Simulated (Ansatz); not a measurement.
CdS (Hawleyite):

```
Cd S
1.0
     0.00000    2.91650    2.91650
     2.91650    0.00000    2.91650
     2.91650    2.91650    0.00000
Cd S
1 1
Direct
  0.00000 0.00000 0.00000
  0.75000 0.75000 0.75000
```

Base run:

| Item | Value |
| --- | --- |
| Program | Ansatz 0.2.0 |
| Functional | PBE0 |
| Potentials or basis | all-electron PAW datasets made for the crystal |
| Cutoff | 290 eV |
| Density cutoff | 1160 eV |
| k mesh | 6 × 6 × 6 |
| Occupations | fermi-dirac, width 0.05 eV |
| Spin | no spin polarisation |

Its results: band gap on the k mesh 2.81 eV, direct.

The run is repeated on the same cell with these changes: functional from PBE0 to PBEsol; cutoff from 290 eV to 260 eV; density cutoff from 1160 eV to 1040 eV. What comes out?

Band gap on the k mesh 1.00 eV, direct.

PBE0 gives the wider gap, since exact exchange removes part of the self-interaction.

A k mesh can miss the band edges.

Not every run made on this cell is shown here.
